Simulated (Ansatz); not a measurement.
This script for a band structure of MnS, space group F-43m with Ansatz 0.2.0, Python API holds a mistake.

The script, `bands_mns.py`:
```python
import ansatz as az
import matplotlib.pyplot as plt
import numpy as np
import pandas as pd

FUNCTIONAL = "r2scan"
ECUT = 650
MESH = (4.5, 4, 4)
TOLERANCE = 1e-07
EXTRA_BANDS = 6


def main() -> None:
    structure = (
        az.Lattice.of((0.0, 2.8, 2.8), (2.8, 0.0, 2.8), (2.8, 2.8, 0.0))
        .atom("Mn", (0.0, 0.0, 0.0))
        .atom("S", (0.25, 0.25, 0.25))
        .moments(Mn=4)
    )

    path = [
        ("K", (-0.375, 0.0, 0.375)),
        ("G", (0.0, 0.0, 0.0)),
        ("L", (0.0, 0.0, 0.5)),
        ("W", (-0.5, -0.25, 0.25)),
        ("X", (-0.5, -0.5, 0.0)),
    ]
    setup = (
        structure.calculation()
        .functional(FUNCTIONAL)
        .basis(ECUT)
        .kpoints(*MESH)
        .occupations(az.OccupationsMethod.COLD)
        .spin(az.SpinTreatment.COLLINEAR)
        .scf(tolerance=TOLERANCE)
        .band_structure([point for _, point in path], intervals=8)
        .scf(extra_bands=EXTRA_BANDS)
        .density_of_states(energy_step=0.1, method="smearing", broadening_width=0.2, projected=True)
        .bader_charges()
    )
    result = setup.run()
    r = result.report

    print(f"free energy      {r['free_energy_ev']:.5f} eV")
    print(f"per atom         {r['free_energy_ev'] / len(result.lattice.sites):.5f} eV")
    print(f"SCF iterations   {r['n_iterations']}  (converged: {r['converged']})")

    dos = result.density_of_states()
    energy = np.asarray(dos.energies_ev) - dos.fermi_ev
    projected = result.projected_density_of_states()
    fig, ax = plt.subplots(figsize=(5, 3.4))
    for name in sorted({site.species for site in projected.sites}):
        curve = sum(np.sum(part.g_bin_mean_per_ev, axis=0) for site in projected.sites if site.species == name for shell in site.shells for part in shell.curves)
        ax.plot(energy, curve, label=name)
        window = (energy > -4) & (energy <= 0)
        print(f"{name}: {curve[window].sum() * (energy[1] - energy[0]):.3f} projected states in the 4 eV under E_F")
    ax.set(xlim=(-8, 6), xlabel="E - E_F (eV)", ylabel="states/eV")
    ax.legend()
    fig.savefig("pdos.png", dpi=100)

    basins = result.bader_charges()
    frame = pd.DataFrame([(a.symbol, a.partial_charge_e, a.basin.volume_ang3) for a in basins.atoms], columns=["atom", "charge (e)", "volume (A^3)"])
    print(frame.round(3).to_string())
    print("sum of charges", round(frame["charge (e)"].sum(), 4), " sum of volumes", round(frame["volume (A^3)"].sum(), 3))

    bands = result.band_structure()
    fermi = bands.fermi_energy_ev
    print(f"zero of the bands: {fermi:.3f} eV, the Fermi level found on the SCF mesh")
    reciprocal = 2 * np.pi * np.linalg.inv(result.lattice.cell_ang).T
    steps = np.linalg.norm(np.diff(bands.kpoints_frac @ reciprocal, axis=0), axis=1)
    distance = np.concatenate([[0], np.cumsum(steps)])
    fig, ax = plt.subplots(figsize=(5, 4))
    for channel, colour in zip(bands.channels, ("C0", "C3")):
        ax.plot(distance, channel.eigenvalues_ev - fermi, colour, lw=1)
    ax.set_xticks(distance[::8], [label for label, _ in path])
    ax.set(ylim=(-4, 4), ylabel="E - E_F (eV)", xlim=(0, distance[-1]))
    ax.grid(axis="x")
    fig.savefig("bands.png", dpi=100)
    first = bands.channels[0].eigenvalues_ev - fermi
    near = np.argsort(np.abs(first.mean(axis=0)))[:4]
    for band in sorted(near):
        print(f"band {band + 1}: {first[:, band].min():.3f} to {first[:, band].max():.3f} eV")


if __name__ == "__main__":
    main()
```

```console
$ python bands_mns.py
Traceback (most recent call last):
  File "bands_mns.py", line 86, in <module>
    main()
    ~~~~^^
  File "bands_mns.py", line 29, in main
    structure.calculation()
    ~~~~~~~~~~~~~~~~~~~~~~~
    .functional(FUNCTIONAL)
    ~~~~~~~~~~~~~~~~~~~~~~~
    .basis(ECUT)
    ~~~~~~~~~~~~
    .kpoints(*MESH)
    ~~~~~~~~^^^^^^^
  ...
ansatz.errors.InputError: .kpoints: mesh[0] is a whole number (an int, never a float), got 4.5
$ echo $?
1
```
(Library frames cut from the traceback.)

Why does it end like this?

The fault: a mesh division isn't a whole number. The change:

```diff
--- before
+++ after
@@ -7,3 +7,3 @@
 ECUT = 650
-MESH = (4.5, 4, 4)
+K_DENSITY = 3.4
 TOLERANCE = 1e-07
@@ -31,3 +31,3 @@
         .basis(ECUT)
-        .kpoints(*MESH)
+        .kpoints(density=K_DENSITY)
         .occupations(az.OccupationsMethod.COLD)
```

The mended script runs so:

```console
$ python bands_mns.py
free energy      -4811.86018 eV
per atom         -2405.93009 eV
SCF iterations   13  (converged: True)
Mn: 2.382 projected states in the 4 eV under E_F
S: 2.309 projected states in the 4 eV under E_F
  atom  charge (e)  volume (A^3)
0   Mn       1.245        14.144
1    S      -1.245        29.760
sum of charges 0.0  sum of volumes 43.904
zero of the bands: 7.747 eV, the Fermi level found on the SCF mesh
band 11: -3.770 to -0.367 eV
band 12: -3.473 to -0.367 eV
band 13: -2.882 to -0.367 eV
band 14: 0.865 to 4.589 eV
```

Caveats:
- Absolute energies stand on the zero of these potentials, so only differences at equal settings mean something.
- Other magnetic orders than the one started from may lie lower.
- Along an axis with an odd division the mesh misses the point at one half; a gap read on a finite mesh is an upper bound on this functional's gap.
- Semilocal gaps usually lie well under measured ones.
- Projections exist only for the shells that the potentials hold, some of them semicore, and samples at single energies can miss narrow peaks.
- Bader volumes count only the part of each basin above a small density, so their sum can fall short of the cell.
- With one magnetic atom the cell can hold only ferromagnetic order.
- The bands listed are those of the first spin channel.
- An opening on this mesh may only mean that it misses a point where bands touch.
- Without a Hubbard U or exact exchange, semilocal functionals often make such 3d compounds metallic or too weakly gapped.
- The starting cell is as deposited in a crystallographic database; the results hold for this polymorph, which needn't be the stable one.
- Levels are Kohn-Sham eigenvalues on this mesh.
- The computed bands are complete only to about 5.8 eV above the Fermi level; beyond that the density of states is undercounted.
- It ran for 44 s on 1 thread of Arm Neoverse V1, on a shared host, peak memory 0.63 GiB.

(Lines on the test bed's own set-up are left out of the output.)
